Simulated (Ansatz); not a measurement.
# Zr6H: the cost of one run

Program: Ansatz 0.2.0. Level of theory: DFT PBE, scalar-relativistic, plane waves, PAW. These are calculated values, not measurements.

7 further runs of the same task are left out: 1 that didn't finish, 6 set aside as unsound or not needed.

### Step 1. The system as given

It takes space group Ibam (No. 72, orthorhombic). The conventional cell has a = 5.438 Å, b = 8.323 Å, c = 6.211 Å, α = 90.00°, β = 90.00°, γ = 90.00°. Around Zr (site symmetry 222) lie 10 Zr at 3.11 to 3.14 Å. Around Zr (site symmetry m) lie 9 Zr at 2.98 to 3.22 Å.

Structure file:

```
Zr
1.0
    -2.71886    4.16147    3.10525
     2.71886   -4.16147    3.10525
     2.71886    4.16147   -3.10525
Zr
6
Direct
  0.25000 0.25000 0.00000
  0.75000 0.75000 0.00000
  0.32309 0.07726 0.40035
  0.82309 0.42274 0.24583
  0.67691 0.92274 0.59965
  0.17691 0.57726 0.75417
```

It goes back to an entry of the Materials Project, which need not be the stable form.

It is the result of an earlier relaxation at this level (volume 23.42 Å³/atom; gap on the mesh: none (metal)).

Reference energy of this cell: -25102.9150 eV (6 atoms, 8×8×8 mesh, zero smearing).

### Step 2. Next: 1 H put on empty site 2 in one host cell

The empty site lies 2.05 Å from the nearest host atom; the cell of 1 host cell is widened for the start only if the site is tight.

The cell holds 6 Zr, 1 H: a = 5.865 Å, b = 5.865 Å, c = 5.865 Å, α = 124.72°, β = 89.53°, γ = 116.02°.

### Step 3. A first look at the start

Contents of input.yaml:

```yaml
crystal:
  lattice:
    - [-2.7206090675, 4.1641446273, 3.1072460032]
    - [2.7206090675, -4.1641446273, 3.1072460032]
    - [2.7206090675, 4.1641446273, -3.1072460032]
  atoms:
    - { symbol: Zr, position: [0.25, 0.25, 0.0] }
    - { symbol: Zr, position: [0.75, 0.75, 0.0] }
    - { symbol: Zr, position: [0.3230926161, 0.0772598066, 0.4003524227] }
    - { symbol: Zr, position: [0.8230926161, 0.4227401934, 0.2458328095] }
    - { symbol: Zr, position: [0.6769073839, 0.9227401934, 0.5996475773] }
    - { symbol: Zr, position: [0.1769073839, 0.5772598066, 0.7541671905] }
    - { symbol: H, position: [0.9583333333, 0.75, 0.7083333333] }
basis:
  ecutwfc: 420
kpoints:
  mp_grid: { grid: [4, 4, 4] }
hamiltonian:
  xc: pbe
scf:
  occupations: { method: gaussian, width: 0.1 }
output:
  forces: true
  stress: true
  eigenvalues: true
```

On the command line:

```
> ansatz run input.yaml --threads 2 --pin off --max-ram 5120MiB --backend cpu --events-out ev --progress --plain --runs-dir out
```

What time and memory should one allow on 2 threads of Intel Xeon Platinum 8375C at 2.90GHz (Ice Lake), shared host?

About 4.2 s, with a peak of 0.48 GiB.
